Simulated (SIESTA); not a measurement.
## Sb under changes of volume

One of the cells (26.213 Å³/atom); the others are scaled copies at fixed shape and fractional positions:

```
Sb
1.0
    -1.87134    1.87134    1.87134
     1.87134   -1.87134    1.87134
     1.87134    1.87134   -1.87134
Sb
1
Direct
  0.00000 0.00000 0.00000
```

This isn't the form of Sb at room conditions, which is rhombohedral.

- Program: SIESTA 5.4.2
- Functional: LDA
- Potentials or basis: PseudoDojo 0.4 standard (LDA files)
- Basis: DZP (energy shift 0.003 Ry; two zetas on semicore shells)
- Grid cutoff: 500 Ry
- Energy shift: 0.003 Ry
- k mesh: 10 × 10 × 10
- Occupations: fermi-dirac, width 0.05 eV
- Spin: no spin polarisation

| volume (Å³/atom) | energy over the lowest point (meV/atom) | pressure (GPa) |
| --- | --- | --- |
| 24.640 | ? | ? |
| 25.165 | 13.45 | 3.7 |
| 25.689 | 3.99 | 2.0 |
| 26.213 | 0.00 | 0.4 |
| 26.737 | 0.82 | -1.0 |
| 27.262 | 6.10 | -2.2 |
| 27.786 | 15.27 | -3.4 |

Task: What does the run at 24.640 Å³/atom give?

Result: Energy over the lowest point 28.72 meV/atom; pressure 5.6 GPa.

Worked out: A Birch-Murnaghan fit of order 3 (a polynomial in V^(-2/3)) to the other rows has its minimum at 26.38 Å³/atom with B0 = V·E''(V) = 73 GPa and B' = 4.4. It gives 28.98 meV/atom at 24.640 Å³/atom, against the run's 28.72, and -dE/dV = 5.7 GPa, against 5.6.

Energies are extrapolated to zero smearing.

Caveats: the basis of atomic orbitals isn't converged, which shifts pressures, moduli and gaps.
